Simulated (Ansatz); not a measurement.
# Sb: equation of state

Aim: scale the cell of Sb up and down at fixed shape and fractional positions, and get the equilibrium volume and bulk modulus with LAPW, PAW and all-electron datasets made for the crystal.

Program: Ansatz 0.2.0. Level of theory: DFT PBE, scalar-relativistic. These are calculated values, not measurements.

## (1) The structure to begin with

It takes space group Pm-3m (No. 221, cubic). Conventional cell: a = 3.107 Å, b = 3.107 Å, c = 3.107 Å, α = 90.00°, β = 90.00°, γ = 90.00°. Sb (site symmetry m-3m) has 6 Sb at 3.11 Å as nearest neighbours.

As a file:

```
Sb
1.0
     3.10716    0.00000    0.00000
     0.00000    3.10716    0.00000
     0.00000    0.00000    3.10716
Sb
1
Direct
  0.00000 0.00000 0.00000
```

The cell was relaxed by PAW from a hypothetical start (sc type); it needn't be the stable phase of this composition.

## (2) Volume × 0.9405, LAPW

input.yaml reads:

```yaml
crystal:
  lattice:
    - [3.0442693409, 0.0, 0.0]
    - [0.0, 3.0442693409, 0.0]
    - [0.0, 0.0, 3.0442693409]
  atoms:
    - { symbol: Sb, position: [0.0, 0.0, 0.0] }
kpoints:
  mp_grid: { grid: [13, 13, 13] }
scf:
  occupations: { method: fermi_dirac, width: 0.05 }
hamiltonian:
  xc: pbe
  pseudopotentials: { kind: all_electron, lapw: { basis_error: 0.001 } }
output:
  forces: true
  stress: true
  eigenvalues: true
```

Launch:

```sh
$ ansatz run input.yaml --threads 1 --pin off --max-ram 2048MiB --backend cpu --events-out ev --progress --plain --runs-dir out
```

## (3) Volume × 0.9405, PAW

Edit input.yaml of step 2 so:

```diff
@@ -13,3 +13,3 @@
   xc: pbe
-  pseudopotentials: { kind: all_electron, lapw: { basis_error: 0.001 } }
+  pseudopotentials: { kind: paw }
 output:
@@ -18 +18,2 @@
   eigenvalues: true
+  efg: { contact_densities: true }
```

## (4) Volume × 0.9405, crystal datasets

Edit input.yaml of step 3 so:

```diff
@@ -13,3 +13,3 @@
   xc: pbe
-  pseudopotentials: { kind: paw }
+  pseudopotentials: { kind: all_electron, datasets: crystal }
 output:
```

## (5) Volume × 0.97, LAPW

input.yaml reads:

```yaml
crystal:
  lattice:
    - [3.0757713835, 0.0, 0.0]
    - [0.0, 3.0757713835, 0.0]
    - [0.0, 0.0, 3.0757713835]
  atoms:
    - { symbol: Sb, position: [0.0, 0.0, 0.0] }
kpoints:
  mp_grid: { grid: [13, 13, 13] }
scf:
  occupations: { method: fermi_dirac, width: 0.05 }
hamiltonian:
  xc: pbe
  pseudopotentials: { kind: all_electron, lapw: { basis_error: 0.001 } }
output:
  forces: true
  stress: true
  eigenvalues: true
```

## (6) Volume × 0.97, PAW

Edit input.yaml of step 5 so:

```diff
@@ -13,3 +13,3 @@
   xc: pbe
-  pseudopotentials: { kind: all_electron, lapw: { basis_error: 0.001 } }
+  pseudopotentials: { kind: paw }
 output:
@@ -18 +18,2 @@
   eigenvalues: true
+  efg: { contact_densities: true }
```

## (7) Volume × 1.03, LAPW

input.yaml reads:

```yaml
crystal:
  lattice:
    - [3.1379249248, 0.0, 0.0]
    - [0.0, 3.1379249248, 0.0]
    - [0.0, 0.0, 3.1379249248]
  atoms:
    - { symbol: Sb, position: [0.0, 0.0, 0.0] }
kpoints:
  mp_grid: { grid: [13, 13, 13] }
scf:
  occupations: { method: fermi_dirac, width: 0.05 }
hamiltonian:
  xc: pbe
  pseudopotentials: { kind: all_electron, lapw: { basis_error: 0.001 } }
output:
  forces: true
  stress: true
  eigenvalues: true
```

## (8) Volume × 1.03, PAW

Edit input.yaml of step 7 so:

```diff
@@ -13,3 +13,3 @@
   xc: pbe
-  pseudopotentials: { kind: all_electron, lapw: { basis_error: 0.001 } }
+  pseudopotentials: { kind: paw }
 output:
@@ -18 +18,6 @@
   eigenvalues: true
+  efg: { contact_densities: true }
+  write_density: true
+  write_potential: true
+  elf: true
+  volumetric_format: npy
```

## (9) Volume × 1.06, LAPW

input.yaml reads:

```yaml
crystal:
  lattice:
    - [3.1680991309, 0.0, 0.0]
    - [0.0, 3.1680991309, 0.0]
    - [0.0, 0.0, 3.1680991309]
  atoms:
    - { symbol: Sb, position: [0.0, 0.0, 0.0] }
kpoints:
  mp_grid: { grid: [13, 13, 13] }
scf:
  occupations: { method: fermi_dirac, width: 0.05 }
hamiltonian:
  xc: pbe
  pseudopotentials: { kind: all_electron, lapw: { basis_error: 0.001 } }
output:
  forces: true
  stress: true
  eigenvalues: true
```

## (10) Volume × 1.06, PAW

Edit input.yaml of step 9 so:

```diff
@@ -13,3 +13,3 @@
   xc: pbe
-  pseudopotentials: { kind: all_electron, lapw: { basis_error: 0.001 } }
+  pseudopotentials: { kind: paw }
 output:
@@ -18 +18,6 @@
   eigenvalues: true
+  efg: { contact_densities: true }
+  write_density: true
+  write_potential: true
+  elf: true
+  volumetric_format: npy
```

## (11) Volume × 1.06, crystal datasets

Edit input.yaml of step 10 so:

```diff
@@ -13,3 +13,3 @@
   xc: pbe
-  pseudopotentials: { kind: paw }
+  pseudopotentials: { kind: all_electron, datasets: crystal }
 output:
@@ -19,5 +19 @@
   efg: { contact_densities: true }
-  write_density: true
-  write_potential: true
-  elf: true
-  volumetric_format: npy
```

(Steps that only read results are left out.)

Q: Predict the outcome of this session. Wanted: equilibrium volume; bulk modulus (for each run or level that gives them).

**Answer**, as computed:

```
                      quantity           value
     equilibrium volume (LAPW)  30.006 Å³/atom
           bulk modulus (LAPW)          56 GPa
its pressure derivative (LAPW)             4.9
      equilibrium volume (PAW)  30.000 Å³/atom
            bulk modulus (PAW)          56 GPa
 its pressure derivative (PAW)             4.9
```

In words: By LAPW, the pressure vanishes at 30.01 Å³/atom (less than 0.1 % from the starting cell) and the bulk modulus there is 56 GPa (Birch-Murnaghan, third order). PAW's volume lies -0.02 % and its modulus less than 0.1 % from LAPW's. No thermal or zero-point expansion is included. Spin-orbit coupling is left out, though the cell holds Sb; in elements this heavy it can shift bands and gaps by tenths of an eV.
